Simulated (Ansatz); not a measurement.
5 guesses for Se and where they end

All numbers below come from Ansatz 0.2.0, DFT PBE, scalar-relativistic, plane waves, PAW. Settings: cutoff 420 eV, Γ-centred meshes spaced at most about 0.3 Å⁻¹, and about 0.25 Å⁻¹ or finer for metals (2π included), Gaussian smearing. No spin polarisation in the final relaxations.

Each guess was relaxed in cell and atoms at zero pressure, within the symmetry of its start. Temperature and zero-point effects are left out. Coordination counts all near atoms (those within 1.25 times the shortest such distance or 1.15 times the sum of covalent radii; a plus sign parts nearer from farther groups; the shortest distance is added where it is long for a bond; a slash parts the counts of unlike sites).

| guess | made from | start group | V start (Å³/atom) | end group | V end (Å³/atom) | coordination at the end | gap on mesh (eV) | E over the lowest end (meV/atom) |
| --- | --- | --- | --- | --- | --- | --- | --- | --- |
| 1 | 4-, 6-connected net of one element | P4_32_12 | 18.0 | P4_32_12 | 37.5 | Se 2 | 0 | 71 |
| 2 | 6-connected net of one element | R-3c | 16.0 | ? | ? | ? | ? | ? |
| 3 | 6-connected net of one element | Cmme | 16.3 | Cmmm | 22.7 | Se 6 | 0 | 0 |
| 4 | 4-, 6-connected net of one element | P-3m1 | 16.8 | P-3m1 | 25.6 | Se 1+3/6 | 0 | 68 |
| 5 | 4-, 6-connected net of one element | R-3m | 21.3 | R-3m | 35.5 | Se 1+1/6 | 0 | 62 |

Guess 2 as it starts:

```
CELL_PARAMETERS angstrom
2.86109 1.65185 4.52145
-2.86109 1.65185 4.52145
0.00000 -3.30371 4.52145
ATOMIC_POSITIONS crystal
Se 0.50000 0.50000 0.50000
Se 0.00000 0.00000 0.00000
Se 0.49266 0.25000 0.00734
Se 0.00734 0.49266 0.25000
Se 0.25000 0.00734 0.49266
Se 0.50734 0.75000 0.99266
Se 0.99266 0.50734 0.75000
Se 0.75000 0.99266 0.50734
```

Task: Predict the end of this guess and its energy over the lowest end.

Result: It ends in space group R-3c (No. 167), with a = 6.093 Å, c = 19.552 Å, 26.2 Å³/atom and no gap. It lies 123 meV/atom over the lowest end, above guess 1 and so the highest of the set. Counting all near atoms, this end has Se 2+2/6 from 2.9 Å and the lowest (guess 3) has Se 6.

```xyz
8
Lattice="3.0464 1.7589 6.5173 -3.0464 1.7589 6.5173 0.0000 -3.5177 6.5173" Properties=species:S:1:pos:R:3 pbc="T T T"
Se    0.0000    0.0000    9.7760
Se    0.0000    0.0000    0.0000
Se    0.7307    1.2657    4.8880
Se   -1.4615    0.0000    4.8880
Se    0.7307   -1.2657    4.8880
Se   -0.7307   -1.2657   14.6639
Se    1.4615    0.0000   14.6639
Se   -0.7307    1.2657   14.6639
```

For metals, differences of a few meV/atom aren't resolved. Weakly bound directions are ill-defined at this level, which has no dispersion term (P4_32_12), and this can change margins and order among such cells. Cells relaxed within their symmetry can be saddle points. The part of the Crystallography Open Database at hand lists Se in space groups No. 14, 148, 152, 154, 166 and others; sharing a group (R-3m) doesn't make a cell the listed structure. Some structure types and database cells were kept out of the candidates from the start, so a known form may be missing.
